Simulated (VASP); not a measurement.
**BeS in VASP: how settings move the PBE single point**

Aim: see what changed inputs do to the PBE single point of rocksalt BeS, under +1.8 % shear in the xy plane. This is a trial cell built on a prototype, not taken from a measured structure, and it needn't be the compound's ground state.

Program: VASP 6.6.1. PAW datasets, plane waves. The calculation is spin-unpolarised, and the structure need not be a phase that has been made.

**1. The system as given**

The cell comes from an earlier relaxation with r2SCAN in another program, then strained, with the atoms relaxed again. Some of the altered inputs switch spin polarisation on.

The symmetry is Immm (No. 71, orthorhombic); a = 3.248 Å, b = 3.306 Å, c = 4.635 Å in the conventional setting, 12.44 Å³ an atom. Around Be lie 6 S at 2.32 Å; around S lie 6 Be at 2.32 Å.

Structure file:

```
CELL_PARAMETERS angstrom
0.02074 2.31730 2.31730
2.31730 0.02074 2.31730
2.33804 2.33804 0.00000
ATOMIC_POSITIONS crystal
Be 0.00000 0.00000 0.00000
S 0.50000 0.50000 0.50000
```

**2. Reference**

Input file INCAR:

```
ENCUT = 520.000000
SIGMA = 0.020000
EDIFF = 1.00e-07
GGA = PE
PREC = Accurate
IBRION = -1
ISIF = 2
ISMEAR = -1
NBANDS = 11
NELM = 120
NSW = 0
LASPH = .TRUE.
LCHARG = .TRUE.
LELF = .TRUE.
LWAVE = .FALSE.
LREAL = .FALSE.
```

Input file KPOINTS:

```
KPOINTS created by Atomic Simulation Environment
0
Gamma
10 10 10
0 0 0
```

Input file POSCAR:

```
Be S
 1.0000000000000000
     0.0207398099250001    2.3172971969249998    2.3172971969252236
     2.3172971969249998    0.0207398099250001    2.3172971969252236
     2.3380370069000000    2.3380370069000000    0.0000000000504478
 Be  S
   1   1
Cartesian
  0.0000000000000000  0.0000000000000000  0.0000000000000000
  2.3380370068750000  2.3380370068750000  2.3172971969504470
```

A file KPOINTS_OPT adds named points for the levels; it doesn't enter the self-consistent loop.

Potentials: the recommended PBE PAW datasets, 8 valence electrons.

Run with:

```sh
$ mpirun -np 1 vasp_std
```

**3. Altered input 1**

Input file INCAR:

```
ENCUT = 520.000000
SIGMA = 0.020000
GGA = PE
PREC = Accurate
IBRION = -1
ISIF = 2
ISMEAR = -1
NBANDS = 11
NELM = 120
NSW = 0
LASPH = .TRUE.
LCHARG = .FALSE.
LWAVE = .FALSE.
LREAL = .FALSE.
EDIFF = 1e-08
ISPIN = 2
MAGMOM = 3 3
```

KPOINTS is that of step 2.

POSCAR is that of step 2.

**4. Altered input 2**

Input file INCAR:

```
ENCUT = 520.000000
EDIFF = 1.00e-07
GGA = PE
IBRION = -1
ISIF = 2
NBANDS = 11
NSW = 0
LASPH = .TRUE.
LCHARG = .FALSE.
LWAVE = .FALSE.
LREAL = .FALSE.
PREC = Medium
ISPIN = 2
MAGMOM = 3 -3
ISMEAR = -4
SIGMA = 0.05
NELM = 85
```

KPOINTS is that of step 2.

POSCAR is that of step 2.

**5. Altered input 3**

INCAR, as its differences from that of step 2:

```diff
@@ -12,5 +12,6 @@
 LASPH = .TRUE.
-LCHARG = .TRUE.
-LELF = .TRUE.
+LCHARG = .FALSE.
 LWAVE = .FALSE.
 LREAL = .FALSE.
+ISPIN = 2
+MAGMOM = 3 -3
```

KPOINTS is that of step 2.

POSCAR is that of step 2.

**6. Altered input 4**

Input file INCAR:

```
ENCUT = 520.000000
SIGMA = 0.020000
EDIFF = 1.00e-07
GGA = PE
PREC = Accurate
IBRION = -1
ISIF = 2
ISMEAR = -1
NBANDS = 11
NSW = 0
LASPH = .TRUE.
LCHARG = .FALSE.
LWAVE = .FALSE.
LREAL = .FALSE.
NELM = 94
LDAU = .TRUE.
LDAUTYPE = 2
LDAUL = 2 2 2
LDAUU = 4 4 4
```

KPOINTS is that of step 2.

POSCAR is that of step 2.

What does the calculation give? Wanted: for each run, changed; ending; energy change; pressure; electronic steps; usable.

**Answer**, as computed:

| run | changed | ending | energy change (meV/atom) | pressure (GPa) | gap on the mesh (eV; negative: overlap) | electronic steps | time | usable |
| --- | --- | --- | --- | --- | --- | --- | --- | --- |
| ref. | – | converged | 0 | -0.4 | 0.92 | 12 | 27 s | yes |
| 1 | EDIFF = 1e-08, ISPIN = 2, MAGMOM = 3 3 | converged | 0.0 | -0.4 | – | 17 | 75 s | yes |
| 2 | PREC = Medium, ISPIN = 2, MAGMOM = 3 -3, ISMEAR = -4, SIGMA = 0.05, NELM = 85 | converged | 0.1 | -0.4 | – | 15 | 42 s | yes |
| 3 | ISPIN = 2, MAGMOM = 3 -3 | converged | 0.0 | -0.4 | – | 15 | 62 s | yes |
| 4 | LDAU = .TRUE., LDAUTYPE = 2, LDAUL = 2 2 2, LDAUU = 4 4 4 | converged | – | -0.4 | 0.92 | 12 | 25 s | no |

**Reading.** Of 4 altered inputs, 1 ended normally on a faulty or unsound input, 3 gave usable results. Among the usable ones with comparable energies, «PREC = Medium, ISPIN = 2, MAGMOM = 3 -3, ISMEAR = -4, SIGMA = 0.05, NELM = 85» moves the energy most, by 0.1 meV/atom.
